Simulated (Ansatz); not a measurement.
# BP: vibrations at Γ and dielectric response

How strongly does the published phase of BP (F-43m) screen an electric field, and what charges do its ions carry when they move? Which modes has it at Γ?

Program: Ansatz 0.2.0. Linear response, PAW datasets, plane waves. (Simulation; spin polarisation is off.)

## (1) The system as given

The cell was relaxed beforehand with PBEsol.

Space group F-43m (No. 216), cubic; a = 4.520 Å in the conventional setting, 11.54 Å³ an atom. B is bonded to 4 P at 1.96 Å; P is bonded to 4 B at 1.96 Å.

Structure file:

Space group F-43m (No. 216). a = 4.520 Å, b = 4.520 Å, c = 4.520 Å, α = 90.00°, β = 90.00°, γ = 90.00°
```
atom  site  symmetry       x       y       z
   B    4a      -43m  0.0000  0.0000  0.0000
   P    4d      -43m  0.2500  0.2500  0.7500
```

## (2) Zone-centre modes, PBEsol

input.yaml reads:

```yaml
crystal:
  lattice:
    - [0.0, 2.2600994476, 2.2600994476]
    - [2.2600994476, 0.0, 2.2600994476]
    - [2.2600994476, 2.2600994476, 0.0]
  atoms:
    - { symbol: B, position: [0.0, 0.0, 0.0] }
    - { symbol: P, position: [0.25, 0.25, 0.25] }
kpoints:
  mp_grid: { grid: [8, 8, 8] }
hamiltonian:
  xc: pbesol
scf:
  occupations: { method: fixed }
phonons:
  method: dfpt
  dielectric: true
  qpoints: [[0, 0, 0]]
  rigid_motions: translations
```

Run with:

```bash
ansatz run input.yaml --threads 1 --pin off --max-ram 2304MiB --backend cpu --events-out ev --progress --plain --runs-dir out
```

Output:

```text
Warning: RAYON_NUM_THREADS=1 ignored (pool sized by the plan → 1); use --threads N
Engine: ansatz 0.2.0, x86_64-unknown-linux-gnu
Pseudopotentials: kind: paw
Pseudopotential: B, paw, valence charge 3, recommended cutoff 420 eV (normal), B.paw.azcp
Pseudopotential: P, paw, valence charge 5, recommended cutoff 420 eV (normal), P.paw.azcp
Functional definition: PBEsol
  exchange = pbesol_x
  correlation = pbesol_c
Crystal: 2 atoms, lattice volume = 23.089 Å³
Basis set: ecut = 420 eV, 459 PW (Γ), exchange–correlation on 48×48×48 points (8 copies of the dense FFT grid, shifted against one another)
Bands: 8, of which v1, the nominal top of the filled ones, is band 4 counted from 1 (3 counted from 0)
Symmetry: 24 space group operations
k-points: 95 of 512 (irreducible under 4 space group operations, time reversal used)
Non-local potential: B, projectors of the file, l = 0: 2, l = 1: 2, l = 2: 1
Non-local potential: P, projectors of the file, l = 0: 2, l = 1: 2, l = 2: 2
PAW form: soft (Blöchl's): semilocal exchange-correlation on the pseudo side does not see the compensation charge
PAW frozen core: B, regenerated for the run's functional, and the local potential with it (the file was generated under x = pbe(κ = 0.804, μ = 0.2195149727645171), c = pbe(β = 0.06672455060314922))
PAW frozen core: P, regenerated for the run's functional, and the local potential with it (the file was generated under x = pbe(κ = 0.804, μ = 0.2195149727645171), c = pbe(β = 0.06672455060314922))
PAW one-centre angular grid: B, 110 points (default); XC on 64 Gauss nodes
PAW one-centre angular grid: P, 110 points (default); XC on 64 Gauss nodes
Initial density: superposition of atomic densities (neutral atoms: chi_scale 0, normalization atom), corrected by the library's trained network
Initial wavefunctions: pseudopotential atomic-orbital guess
Functional: x = pbesol(κ = 0.804, μ = 0.12345679012345678), c = pbesol(β = 0.046)
SCF iter   1: F=—  HF=-893.588542 eV  |F-HF|=—  |Δ(HF+E_count)|=         —  Δρ=4.53e-3  dr2=5.78e-3  ethr=1.77e-3  ⟨swp⟩=5.1  Hψ=5575  notcnv=0  defer=182
preconditioner: auto → none  [insulator: Δε(μ)=1.119 eV  Ē_g=12.837 eV  n_scr=0 (ndim 8)  ℏωp=21.9 eV  f_vac=0.000  ε∞_Penn≈3.9]
SCF iter   2: F=—  HF=-893.587182 eV  |F-HF|=—  |Δ(HF+E_count)|=   1.36e-3  Δρ=1.63e-3  dr2=6.55e-4  ethr=7.23e-5  ⟨swp⟩=2.4  Hψ=1862  notcnv=0  defer=179
SCF iter   3: F=—  HF=-893.587027 eV  |F-HF|=—  |Δ(HF+E_count)|=   1.55e-4  Δρ=5.33e-4  dr2=5.81e-5  ethr=8.18e-6  ⟨swp⟩=3.0  Hψ=1337  notcnv=0  defer=179
SCF iter   4: F=—  HF=-893.587027 eV  |F-HF|=—  |Δ(HF+E_count)|=   1.92e-7  Δρ=1.26e-4  dr2=1.94e-6  ethr=7.26e-7  ⟨swp⟩=2.0  Hψ=1140  notcnv=0  defer=164
SCF iter   5: F=—  HF=-893.587030 eV  |F-HF|=—  |Δ(HF+E_count)|=   3.58e-6  Δρ=3.23e-5  dr2=3.08e-7  ethr=2.43e-8  ⟨swp⟩=2.3  Hψ=1110  notcnv=0  defer=162
SCF iter   6: F=—  HF=-893.587030 eV  |F-HF|=—  |Δ(HF+E_count)|=   2.58e-7  Δρ=1.01e-5  dr2=2.88e-8  ethr=3.85e-9  ⟨swp⟩=2.0  Hψ=1052  notcnv=0  defer=162
SCF iter   7: F=-893.587030 eV  HF=-893.587030 eV  |F-HF|=7.96e-12  |Δ(HF+E_count)|=   8.99e-9  Δρ=2.30e-7  dr2=1.17e-11  ethr=1.25e-12  ⟨swp⟩=10.7  Hψ=6343  notcnv=0
SCF 1 converged in 7 iterations: F = -893.587030 eV  dr2 = 1.17e-11
NSCF: frozen V_eff on 13 k-points
DFPT response loops at Γ: preconditioner auto → none (the input reference at scf.mixing.eps_inf says where Resta's filter doesn't serve); β = 0.50; Broyden in place of MSR1
── the response to a field inside a basis, on 8×8×8 k-points: an SCF that follows is theirs, and a resumed run solves both again ──
Bands: 5, of which v1, the nominal top of the filled ones, is band 4 counted from 1 (3 counted from 0)
k-points: 60 of 512 (irreducible under 6 space group operations, time reversal used)
Initial density: handed on by an earlier stage of this run
Initial wavefunctions: pseudopotential atomic-orbital guess (no wavefunctions were taken with the density)
Eigensolver: Dense (60 Hₖ)
SCF iter   1: F=—  HF=-893.589804 eV  |F-HF|=—  |Δ(HF+E_count)|=         —  Δρ=1.69e-4  dr2=1.95e-6  ethr=1.00e-1
preconditioner: auto → none  [insulator: Δε(μ)=1.455 eV  Ē_g=9.880 eV  n_scr=0 (ndim 8)  ℏωp=21.9 eV  f_vac=0.000  ε∞_Penn≈5.9]
SCF iter   2: F=—  HF=-893.589804 eV  |F-HF|=—  |Δ(HF+E_count)|=   8.47e-7  Δρ=8.22e-5  dr2=3.21e-7  ethr=2.43e-8
SCF iter   3: F=-893.589805 eV  HF=-893.589805 eV  |F-HF|=2.44e-9  |Δ(HF+E_count)|=   3.83e-7  Δρ=1.29e-5  dr2=1.28e-8  ethr=4.02e-9
SCF 1 converged in 3 iterations: F = -893.589805 eV  dr2 = 1.28e-8
DFPT response loops at Γ: mixed as the last ones told, above
WARN: field response: ε∞ stands inside a basis, on 8×8×8 points; the force constants stand on the 8×8×8 k-mesh, whose period is 12.01 times the interband length at k = (0.0000, 0.0000, 0.0000), direct gap 3.380 eV, under 14: take them and everything formed from them as unconverged, and compare with a denser kpoints.mp_grid
SCF converged after 7 iterations
Free energy (F): -893.587030 eV
Harris-Foulkes:  -893.587030 eV  (|F-HF|=7.96e-12)
Internal energy: -893.587030 eV  (E = F + TS)
E sigma→0 (E₀):  -893.587030 eV
Fermi energy:    9.386057 eV
--- Per-component energies (eV) ---
  E_band       = 22.615466
  E_kinetic    = 121.989570
  E_local      = -66.865229  (includes V_loc(G=0)·N_el)
  E_nonlocal   = 45.285841
  E_hartree    = 16.594724
  E_xc         = -94.386990
  E_vxc        = -100.610927  (∫ρ·V_xc dr)
  E_paw        = -629.649933  (= ΣΔE_a)
  E_vpaw       = -10.373240  (= ΣTr[D̂ρ^β])
  E_aug_tail   = 0.000000  (compensation charges beyond the density's cutoff)
  E_ewald      = -286.615819
  E_core_change = 0.060807  (= ΣΔE_core)
  E_smearing   = -0.000000  (= −TS)
  E_closure    = 0.000000  (closes the sum)
  Σ components = -893.587030   (vs F -893.587030, Δ=0.00e0)
--- Band table (eV; the first three rows and the last of 95) ---
  k-point 0: bands = ["-6.2059", "9.3861", "9.3861", "9.3861", "12.7658", "12.7658", "12.7658", "16.9050"]
  k-point 1: bands = ["-5.9214", "7.5084", "8.9508", "8.9508", "13.3071", "13.3650", "13.3650", "17.6675"]
  k-point 2: bands = ["-5.0859", "4.4803", "8.2545", "8.2545", "13.3872", "14.1273", "14.1273", "19.0124"]
  k-point 94: bands = ["-0.9773", "1.2894", "3.5833", "3.7868", "14.6100", "16.0446", "16.6399", "16.8592"]
--- Phonons (Γ-DFPT): 2 representative perturbations + reference, on 95 of 512 k-points (Σ response iterations 6) ---
  k mesh reduced under 4 symmetry operations, with k and −k counted as one. Each operation leaves every solved perturbation unchanged. A smaller set is not considered because the run solves the response to a homogeneous field
  ASR residual: 1.519e-4 → 0.000e0 eV/Å²; symmetrization residual: 1.059e-7 eV/Å²
  ASR residual per site (eV/Å²): 4.53e-5 1.52e-4
  Γ frequencies (cm⁻¹): 0.00 0.00 0.00 811.37 811.37 811.37
  ε∞ (high-frequency dielectric tensor):
        9.302572    -0.000000    -0.000000
       -0.000000     9.302572     0.000000
       -0.000000     0.000000     9.302572
  ε⁰ (static dielectric tensor: ions relaxed, cell fixed):
        9.430283    -0.000000    -0.000000
       -0.000000     9.430283     0.000000
       -0.000000     0.000000     9.430283
  ε⁰ − ε∞ (ionic part):
        0.127710    -0.000000     0.000000
       -0.000000     0.127710     0.000000
        0.000000     0.000000     0.127710
  softest optical mode at Γ: 811.37 cm⁻¹; the repairs (sum rule, projections) moved no ω² at Γ by more than (1.16 cm⁻¹)²
  Born effective charges Z* (e; rows j = field, columns β = displacement):
    site 0:
        -0.56226   -0.00000   -0.00000
         0.00000   -0.56226    0.00000
        -0.00000   -0.00000   -0.56226
    site 1:
         0.56226    0.00000    0.00000
        -0.00000    0.56226   -0.00000
         0.00000    0.00000    0.56226
  Z* charge neutrality: 1.194e-4 e pre-enforcement
  solved inside a basis spanned on kpoints, on 8×8×8 k-points, its susceptibility summed on 12×12×12: ε∞ is read to err by 3.1e-2, Z* by 5.6e-3 e (field_mesh: kpoints solves on kpoints); Z* is corrected for what the basis lacks
  optical modes at Γ without the LO–TO term, one row a degenerate level:
      ω (cm⁻¹)  modes    IR ((D/Å)²/amu)
        811.37      3             2.7305
  optical modes at Γ + LO–TO along q̂ = [1.0000, 0.0000, 0.0000]:
      ω (cm⁻¹)  modes    IR ((D/Å)²/amu)
        811.37      2             1.8203
        816.92      1             0.9102
  optical modes at Γ + LO–TO along q̂ = [0.0000, 1.0000, 0.0000]:
      ω (cm⁻¹)  modes    IR ((D/Å)²/amu)
        811.37      2             1.8203
        816.92      1             0.9102
  optical modes at Γ + LO–TO along q̂ = [0.0000, 0.0000, 1.0000]:
      ω (cm⁻¹)  modes    IR ((D/Å)²/amu)
        811.37      2             1.8203
        816.92      1             0.9102
--- Phonons (arbitrary-q DFPT): 1 explicit q-point ---
  q = [0, 0, 0] (of the zone-centre solve; hermiticity 1.09e-8, symmetrization 5.49e-16): -0.00 -0.00 -0.00 811.37 811.37 811.37
  sum rule: each row above includes the acoustic sum rule's correction from the zone centre's row sums; it moved no ω² by more than (1.15 cm⁻¹)²
```

Run time: 12 s. Hardware: 1 thread of an x86-64 CPU, shared host; peak memory 0.49 GiB.

The clamped-ion dielectric constant is 9.30. Mean Born charges: B -0.56, P +0.56 e.

The program warns that the k mesh is too coarse for part of the response (see the log: field response or force constants), so values formed from that part, frequencies included, are not converged.

The optical modes at Γ (transverse set):

```
frequency (cm⁻¹)  modes  IR strength ((D/Å)²/amu)  IR active
             811      3                      2.73        yes
```

IR line (cm⁻¹) (relative intensity): 811 (100)

## (3) Field response with r2SCAN

This run takes the cell relaxed with r2SCAN (a = 4.537 Å).

input.yaml reads:

```yaml
crystal:
  lattice:
    - [0.0, 2.2683155811, 2.2683155811]
    - [2.2683155811, 0.0, 2.2683155811]
    - [2.2683155811, 2.2683155811, 0.0]
  atoms:
    - { symbol: B, position: [0.0, 0.0, 0.0] }
    - { symbol: P, position: [0.25, 0.25, 0.25] }
kpoints:
  mp_grid: { grid: [8, 8, 8] }
hamiltonian:
  xc: r2scan
scf:
  occupations: { method: fixed }
dielectric: {}
```

Run with:

```bash
ansatz run input.yaml --threads 1 --pin off --max-ram 2304MiB --backend cpu --events-out ev --progress --plain --runs-dir out
```

Output, cut to the lines that bear on the results:

```text
Warning: RAYON_NUM_THREADS=1 ignored (pool sized by the plan → 1); use --threads N
[...]
Pseudopotentials: kind: paw
Pseudopotential: B, paw, valence charge 3, recommended cutoff 500 eV (meta_gga), B.paw.azcp
Pseudopotential: P, paw, valence charge 5, recommended cutoff 500 eV (meta_gga), P.paw.azcp
Functional definition: r2SCAN
[...]
Crystal: 2 atoms, lattice volume = 23.342 Å³
Basis set: ecut = 500 eV, 609 PW (Γ), exchange–correlation on 96×96×96 points (64 copies of the dense FFT grid, shifted against one another)
Bands: 8, of which v1, the nominal top of the filled ones, is band 4 counted from 1 (3 counted from 0)
Symmetry: 24 space group operations
k-points: 95 of 512 (irreducible under 4 space group operations, time reversal used)
[...]
SCF iter   1: F=—  HF=-916.649270 eV  |F-HF|=—  |Δ(HF+E_count)|=         —  Δρ=4.40e-3  dr2=2.26e-3  dr2_τ=1.31e-1  ethr=1.77e-3  ⟨swp⟩=5.1  Hψ=5612  notcnv=0  defer=180
[...]
--- Band table (eV; the first three rows and the last of 95) ---
  k-point 0: bands = ["-7.0378", "9.2475", "9.2475", "9.2475", "12.8488", "12.8488", "12.8488", "17.2420"]
[...]
--- Dielectric response (ions clamped): 3 representative field directions + reference, inside a basis on a mesh of 512 k-points (Σ response iterations 12) ---
  ε∞ (high-frequency dielectric tensor):
        8.742112    -0.000000    -0.000000
       -0.000000     8.742112     0.000000
       -0.000000     0.000000     8.742112
  Born effective charges Z* (e; rows j = field, columns β = displacement):
    site 0:
        -0.46262    0.00000   -0.00000
         0.00000   -0.46262   -0.00000
        -0.00000    0.00000   -0.46262
    site 1:
         0.46262   -0.00000    0.00000
        -0.00000    0.46262    0.00000
         0.00000   -0.00000    0.46262
  Z* charge neutrality: 5.840e-5 e pre-enforcement
  solved inside a basis spanned on kpoints, on 8×8×8 k-points, its susceptibility summed on 12×12×12: ε∞ is read to err by 2.9e-2, Z* by 5.4e-3 e (field_mesh: kpoints solves on kpoints); Z* is corrected for what the basis lacks
```

It took 23 s on 1 thread of an x86-64 CPU, shared host; peak memory 0.61 GiB.

The clamped-ion dielectric constant is 8.74. Mean Born charges: B -0.46, P +0.46 e.

## (4) Field response with PBE

Changes to input.yaml since step 3:

```diff
@@ -11,3 +11,3 @@
 hamiltonian:
-  xc: r2scan
+  xc: pbe
 scf:
```

Run with:

```bash
ansatz run input.yaml --threads 1 --pin off --max-ram 2304MiB --backend cpu --events-out ev --progress --plain --runs-dir out
```

Output, cut to the lines that bear on the results:

```text
Warning: RAYON_NUM_THREADS=1 ignored (pool sized by the plan → 1); use --threads N
[...]
Pseudopotentials: kind: paw
Pseudopotential: B, paw, valence charge 3, recommended cutoff 420 eV (normal), B.paw.azcp
Pseudopotential: P, paw, valence charge 5, recommended cutoff 420 eV (normal), P.paw.azcp
Functional definition: PBE
[...]
Crystal: 2 atoms, lattice volume = 23.342 Å³
Basis set: ecut = 420 eV, 459 PW (Γ), exchange–correlation on 48×48×48 points (8 copies of the dense FFT grid, shifted against one another)
Bands: 8, of which v1, the nominal top of the filled ones, is band 4 counted from 1 (3 counted from 0)
Symmetry: 24 space group operations
k-points: 95 of 512 (irreducible under 4 space group operations, time reversal used)
[...]
SCF iter   1: F=—  HF=-912.444318 eV  |F-HF|=—  |Δ(HF+E_count)|=         —  Δρ=1.52e-3  dr2=4.77e-4  ethr=1.77e-3  ⟨swp⟩=5.1  Hψ=5561  notcnv=0  defer=178
[...]
--- Band table (eV; the first three rows and the last of 95) ---
  k-point 0: bands = ["-6.1876", "9.2776", "9.2776", "9.2776", "12.6825", "12.6825", "12.6825", "16.6630"]
[...]
--- Dielectric response (ions clamped): 3 representative field directions + reference, inside a basis on a mesh of 512 k-points (Σ response iterations 12) ---
  ε∞ (high-frequency dielectric tensor):
        9.153645     0.000000    -0.000000
        0.000000     9.153645     0.000000
       -0.000000     0.000000     9.153645
  Born effective charges Z* (e; rows j = field, columns β = displacement):
    site 0:
        -0.51695   -0.00000    0.00000
         0.00000   -0.51695    0.00000
        -0.00000    0.00000   -0.51695
    site 1:
         0.51695    0.00000   -0.00000
        -0.00000    0.51695   -0.00000
         0.00000   -0.00000    0.51695
  Z* charge neutrality: 3.464e-5 e pre-enforcement
  solved inside a basis spanned on kpoints, on 8×8×8 k-points, its susceptibility summed on 12×12×12: ε∞ is read to err by 3.0e-2, Z* by 5.5e-3 e (field_mesh: kpoints solves on kpoints); Z* is corrected for what the basis lacks
```

Wall time 10 s (1 thread of an x86-64 CPU, shared host); peak memory 0.47 GiB.

ε∞ along the axes: 9.15. Mean Born charges: B -0.52, P +0.52 e.

## (5) Summary of results

| quantity | value |
| --- | --- |
| ε∞, PBEsol at the PBEsol cell | 9.30 |
| ε∞, r2SCAN at the r2SCAN cell | 8.74 |
| ε∞, PBE at the r2SCAN cell | 9.15 |
| Born charges, PBE | B -0.52, P +0.52 e |
| optical modes | 811 cm⁻¹ |
| highest mode with the LO–TO term | 817 cm⁻¹ |
| static dielectric constant | 9.4 |

What this shows: A mean ε∞ of 9.2 (PBE) means a refractive index near 3.03 below the gap. PBE screens more (9.15 for PBE, 8.74 for r2SCAN), in step with its smaller gap on the mesh (1.27 and 1.45 eV). The ions raise the dielectric constant from 9.3 to 9.4, which is little: the crystal is hardly polar. No mode at Γ is imaginary; that says nothing yet of other wave vectors.
